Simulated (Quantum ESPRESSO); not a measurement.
A run of Quantum ESPRESSO 7.5:

pw.in

```
&CONTROL
  calculation = 'scf'
  prefix = 'pwscf'
  outdir = './tmp'
  pseudo_dir = './pseudo'
  tprnfor = .true.
  tstress = .true.
  disk_io = 'low'
/
&SYSTEM
  ibrav = 0
  nat = 2
  ntyp = 2
  ecutwfc = 56
  ecutrho = 448
  nbnd = 15
  input_dft = 'vdw-df-cx'
  occupations = 'smearing'
  smearing = 'mv'
  degauss = 0.01469973
/
&ELECTRONS
  conv_thr = 4d-10
  electron_maxstep = 120
  mixing_beta = 0.5
/
ATOMIC_SPECIES
W    183.8400 w_pbe_v1.2.uspp.F.UPF
C     12.0110 c_pbe_v1.2.uspp.F.UPF
CELL_PARAMETERS angstrom
   0.0000000000    2.1926840000    2.1926840000
   2.1926840000    0.0000000000    2.1926840000
   2.1926840000    2.1926840000    0.0000000000
ATOMIC_POSITIONS angstrom
W      0.0000000000    0.0000000000    0.0000000000
C      2.1926840000    2.1926840000    2.1926840000
K_POINTS automatic
10 10 10 0 0 0
```

Contents of relax.in:

```
&CONTROL
  calculation = 'vc-relax'
  prefix = 'pwscf'
  outdir = './tmp'
  pseudo_dir = './pseudo'
  tprnfor = .true.
  tstress = .true.
  disk_io = 'low'
  nstep = 40
  forc_conv_thr = 0.0001
  etot_conv_thr = 1d-06
/
&SYSTEM
  ibrav = 0
  nat = 2
  ntyp = 2
  ecutwfc = 56
  ecutrho = 448
  nbnd = 15
  input_dft = 'vdw-df-cx'
  occupations = 'smearing'
  smearing = 'mv'
  degauss = 0.01469973
/
&ELECTRONS
  conv_thr = 4d-10
  electron_maxstep = 120
  mixing_beta = 0.5
/
&IONS
  ion_dynamics = 'bfgs'
/
&CELL
  cell_dynamics = 'bfgs'
  press = 0
  press_conv_thr = 0.2
/
ATOMIC_SPECIES
W    183.8400 w_pbe_v1.2.uspp.F.UPF
C     12.0110 c_pbe_v1.2.uspp.F.UPF
CELL_PARAMETERS angstrom
   0.0000000000    2.1926840000    2.1926840000
   2.1926840000    0.0000000000    2.1926840000
   2.1926840000    2.1926840000    0.0000000000
ATOMIC_POSITIONS angstrom
W      0.0000000000    0.0000000000    0.0000000000
C      2.1926840000    2.1926840000    2.1926840000
K_POINTS automatic
10 10 10 0 0 0
```

Contents of scf2.in:

```
&CONTROL
  calculation = 'scf'
  prefix = 'pwscf'
  outdir = './tmp'
  pseudo_dir = './pseudo'
  tprnfor = .true.
  tstress = .true.
  disk_io = 'low'
/
&SYSTEM
  ibrav = 0
  nat = 2
  ntyp = 2
  ecutwfc = 56
  ecutrho = 448
  nbnd = 15
  input_dft = 'vdw-df-cx'
  occupations = 'smearing'
  smearing = 'mv'
  degauss = 0.01469973
/
&ELECTRONS
  conv_thr = 1d-13
  electron_maxstep = 120
  mixing_beta = 0.5
  startingpot = 'file'
  startingwfc = 'file'
/
ATOMIC_SPECIES
W    183.8400 w_pbe_v1.2.uspp.F.UPF
C     12.0110 c_pbe_v1.2.uspp.F.UPF
CELL_PARAMETERS angstrom
   0.0000000000    2.1788822277    2.1788822277
   2.1788822277    0.0000000000    2.1788822277
   2.1788822277    2.1788822277    0.0000000000
ATOMIC_POSITIONS angstrom
W      0.0000000000    0.0000000000    0.0000000000
C      2.1788822277    2.1788822277    2.1788822277
K_POINTS automatic
10 10 10 0 0 0
```

Contents of ph.in:

```
phonons of WC
&INPUTPH
  prefix = 'pwscf'
  outdir = './tmp'
  tr2_ph = 1d-18
  fildyn = 'dyn'
  niter_ph = 90
  alpha_mix(1) = 0.4
/
0.0000000000 0.0000000000 0.0000000000
```

dynmat.in

```
&INPUT
  fildyn = 'dyn'
  asr = 'crystal'
  filout = 'dynmat.disp'
  fileig = 'dynmat.eig'
/
```

Potentials or basis: GBRV 1.5 PBE.

Launch:

```bash
$ OMP_NUM_THREADS=1 mpirun -n 4 pw.x -nk 4 -in pw.in > pw.out
$ OMP_NUM_THREADS=1 mpirun -n 4 pw.x -nk 4 -in relax.in > relax.out
$ OMP_NUM_THREADS=1 mpirun -n 4 pw.x -nk 4 -in scf2.in > scf2.out
$ OMP_NUM_THREADS=1 mpirun -n 4 ph.x -nk 4 -in ph.in > ph.out
$ OMP_NUM_THREADS=1 mpirun -n 1 dynmat.x -in dynmat.in > dynmat.out
```

Hardware: 4 MPI ranks on Arm Neoverse V2 (shared host).

Problem. Estimate the wall time of this run.

Solution. Run time: 2.6 min on 4 MPI ranks on Arm Neoverse V2 (shared host), peak memory 0.8 GiB a rank. Counts: scf iterations 55, k pools 4, bands 15, ion steps 4, k points 47, g dense 22899.
